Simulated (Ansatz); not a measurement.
# LiCl: the cell at several levels of theory

An exercise on one series of results from a longer session: the logs are not shown, and one member is left open.

The runs shown are made with Ansatz 0.2.0. PAW datasets, plane waves, zero pressure. The calculation is spin-unpolarised, and the structure need not be a phase that has been made.

## Starting point

This is the cell as the run starts from it, not yet at rest; its lengths are not the crystal's.

Space group P6_3/mmc (No. 194), hexagonal; conventional cell a = 3.641 Å, c = 4.551 Å, 13.06 Å³ an atom. Around Li lie 5 Cl at 2.10–2.28 Å; around Cl lie 5 Li at 2.10–2.28 Å.

The structure in full:

```cif
data_structure
_symmetry_space_group_name_H-M 'P6_3/mmc'
_symmetry_Int_Tables_number 194
_cell_length_a 3.6406
_cell_length_b 3.6406
_cell_length_c 4.5505
_cell_angle_alpha 90.000
_cell_angle_beta 90.000
_cell_angle_gamma 120.000
_cell_volume 52.23
loop_
_atom_site_label
_atom_site_type_symbol
_atom_site_symmetry_multiplicity
_atom_site_Wyckoff_symbol
_atom_site_fract_x
_atom_site_fract_y
_atom_site_fract_z
_atom_site_occupancy
Li1 Li 2 c 0.33333 0.66667 0.25000 1
Cl1 Cl 2 d 0.66667 0.33333 0.25000 1
```

Set-up of the first run:

Contents of input.yaml:

```yaml
crystal:
  lattice:
    - [3.6406089893, 0.0, 0.0]
    - [-1.8203044947, 3.15285987, 0.0]
    - [0.0, 0.0, 4.5505194]
  atoms:
    - { symbol: Li, position: [0.3333333333, 0.6666666667, 0.25] }
    - { symbol: Li, position: [0.6666666667, 0.3333333333, 0.75] }
    - { symbol: Cl, position: [0.6666666667, 0.3333333333, 0.25] }
    - { symbol: Cl, position: [0.3333333333, 0.6666666667, 0.75] }
kpoints:
  mp_grid: { grid: [12, 12, 6] }
hamiltonian:
  xc: pbe
scf:
  occupations: { method: fermi_dirac, width: 0.02 }
relax:
  f_tol: 0.005
  cell: {}
```

Among the steps run: PBE: cell and atoms; r2SCAN: cell and atoms; PBEsol: cell and atoms; LDA: cell and atoms; Relaxation with HSE06.

One table of the session follows, with a row left open; its other results are not shown here.

| level | a (Å) | c (Å) | volume (Å³/atom) |
| --- | --- | --- | --- |
| PBE | 4.188 | 5.287 | 20.073 |
| r2SCAN | 4.162 | 5.233 | 19.623 |
| PBEsol | ? | ? | ? |
| LDA | 4.073 | 5.033 | 18.077 |
| HSE06 | 4.164 | 5.252 | 19.714 |

Q: Estimate the row for PBEsol from the others.

The run gave: a (Å): 4.154; c (Å): 5.147; volume (Å³/atom): 19.225. In the column «a (Å)» it lies between LDA (4.073) and r2SCAN (4.162).

What this shows: From the start to the first minimum the volume moved by +53.7 %. The volume runs from LDA (least) to PBE (most), a spread of 11.0 %, or 3.6 % in length if all axes shared it alike. The meshes differ: PBE 12×12×6, r2SCAN 6×6×4, PBEsol 6×6×4, LDA 6×6×4, HSE06 6×6×4.
